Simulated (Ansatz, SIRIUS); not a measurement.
Given: the input of a run of SIRIUS 7.10.0 on TiSi. The cell comes from a database or a generator and needn't be the stable form of this composition.

File sirius.json:

```json
{
  "control": {
    "processing_unit": "cpu",
    "verbosity": 2,
    "num_bands_to_print": 15,
    "print_forces": true,
    "print_stress": true
  },
  "parameters": {
    "electronic_structure_method": "pseudopotential",
    "xc_functionals": ["XC_GGA_X_PBE_SOL", "XC_GGA_C_PBE_SOL"],
    "gk_cutoff": 9.2,
    "pw_cutoff": 18.4,
    "ngridk": [10, 10, 7],
    "shiftk": [0, 0, 0],
    "smearing": "fermi_dirac",
    "smearing_width": 0.0018374661,
    "num_bands": 15,
    "num_mag_dims": 0,
    "num_dft_iter": 100,
    "energy_tol": 1e-08,
    "density_tol": 1e-06
  },
  "iterative_solver": {
    "type": "davidson",
    "min_tolerance": 1e-09,
    "tolerance_scale": [0.1, 0.25]
  },
  "mixer": {
    "type": "anderson",
    "beta": 0.7,
    "max_history": 8
  },
  "settings": {
    "tol_ne": 1e-10,
    "pseudo_grid_cutoff": 6.5
  },
  "unit_cell": {
    "lattice_vectors": [
      [0.651012801692, -0.75906675071, 0.0],
      [0.651012801692, 0.75906675071, 0.0],
      [0.0, 0.0, 1.36352809625]
    ],
    "lattice_vectors_scale": 5.2719071033,
    "atom_coordinate_units": "lattice",
    "atom_types": ["Ti", "Si"],
    "atom_files": {
      "Ti": "Ti.json",
      "Si": "Si.json"
    },
    "atoms": {
      "Ti": [
        [0.5, 0.5, 0.0]
      ],
      "Si": [
        [0.0, 0.0, 0.5]
      ]
    }
  }
}
```

Potentials or basis: PseudoDojo 0.4.1 PBEsol standard (scalar relativistic).

The run is started by

```console
$ upf_to_json Ti.upf
$ upf_to_json Si.upf
$ OMP_NUM_THREADS=1 sirius.scf --input=sirius.json --output=out.json --task=0
```

**Question.** What does the same run look like in Ansatz 0.2.0? Potentials or basis there: Ansatz PAW, cutoff 420 eV.

**Answer.** As run (cutoffs and basis follow the program's own potentials, and thresholds, step limits or extra output files can differ):

input.yaml

```yaml
crystal:
  lattice:
    - [1.816178, -2.117624, 0.0]
    - [1.816178, 2.117624, 0.0]
    - [0.0, 0.0, 3.803934]
  atoms:
    - { symbol: Ti, position: [0.5, 0.5, 0.0] }
    - { symbol: Si, position: [0.0, 0.0, 0.5] }
hamiltonian:
  xc: pbesol
  pseudopotentials: { kind: paw }
kpoints:
  mp_grid: { grid: [10, 10, 7] }
scf:
  occupations: { method: fermi_dirac, width: 0.05 }
output:
  forces: true
  stress: true
  eigenvalues: true
```

Potentials or basis: Ansatz PAW.

Run with:

```sh
$ ansatz run input.yaml --threads 1 --pin off --max-ram 3584MiB --backend cpu --events-out ev --progress --plain --runs-dir out
```

Both were run:

|  | SIRIUS | Ansatz |
| --- | --- | --- |
| Pressure | -4.4 GPa | -4.3 GPa |

Ansatz's pressure holds a Pulay term of +0.03 GPa for its cutoff of 420 eV, which the other run lacks.

Ansatz's potentials were made for PBE.

Where Ansatz's input types no cutoff or centring, it takes its own default and a Γ-centred mesh.

Pressure is positive in compression.
